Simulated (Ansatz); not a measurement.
**PbSe: the cell at several levels of theory**

Aim: relax PbSe built on the zincblende prototype with PBE, r2SCAN, PBEsol, LDA and HSE06 and see how far the functionals disagree on the cell. This is a trial cell built on a prototype, not taken from a measured structure, and it needn't be the compound's ground state.

Code: Ansatz 0.2.0. PAW datasets, plane waves, zero pressure. Values at 0 K without nuclear motion; spin polarisation is off, and the phase may be a hypothetical one.

## 1. Starting point

This is the cell as the run starts from it, not yet at rest; its lengths are not the crystal's.

It is cubic, F-43m (No. 216); a = 6.097 Å in the conventional setting, 28.33 Å³ an atom. Around Pb lie 4 Se at 2.64 Å; around Se lie 4 Pb at 2.64 Å.

Coordinates:

```cif
data_structure
_symmetry_space_group_name_H-M 'P 1'
_symmetry_Int_Tables_number 1
_cell_length_a 4.3114
_cell_length_b 4.3114
_cell_length_c 4.3114
_cell_angle_alpha 60.000
_cell_angle_beta 60.000
_cell_angle_gamma 60.000
_cell_volume 56.67
loop_
_atom_site_label
_atom_site_type_symbol
_atom_site_fract_x
_atom_site_fract_y
_atom_site_fract_z
_atom_site_occupancy
Pb1 Pb 0.00000 0.00000 0.00000 1
Se1 Se 0.25000 0.25000 0.25000 1
```

## 2. Relaxing with PBE

File input.yaml:

```yaml
crystal:
  lattice:
    - [0.0, 3.0486403614, 3.0486403614]
    - [3.0486403614, 0.0, 3.0486403614]
    - [3.0486403614, 3.0486403614, 0.0]
  atoms:
    - { symbol: Pb, position: [0.0, 0.0, 0.0] }
    - { symbol: Se, position: [0.25, 0.25, 0.25] }
kpoints:
  mp_grid: { grid: [6, 6, 6] }
hamiltonian:
  xc: pbe
scf:
  occupations: { method: fermi_dirac, width: 0.02 }
relax:
  f_tol: 0.005
  cell: {}
```

Started as:

```bash
$ ansatz run input.yaml --threads 2 --pin off --max-ram 2211MiB --backend cpu --events-out ev --progress --plain --runs-dir out
```

Further steps of the session: r2SCAN: cell and atoms; Relaxation with PBEsol; Relaxing with LDA; Relaxation with HSE06.

Q: Predict the outcome of this session. Wanted: for each run, a; volume; space group; SCF geometries.

As calculated:

```
 level  a (Å)  volume (Å³/atom)  space group  SCF geometries
   PBE  6.898            41.020        F-43m               8
r2SCAN  6.846            40.114        F-43m               4
PBEsol  6.786            39.063        F-43m               4
   LDA  6.709            37.749        F-43m               5
 HSE06  6.855            40.267        F-43m               3
```

What this shows: From the start to the first minimum the volume moved by +44.8 %. LDA gives the smallest cell and PBE the largest; they differ by 8.7 % in volume, a mean of 2.8 % in length. The meshes differ: PBE 6×6×6, r2SCAN 6×6×6, PBEsol 6×6×6, LDA 6×6×6, HSE06 4×4×4.
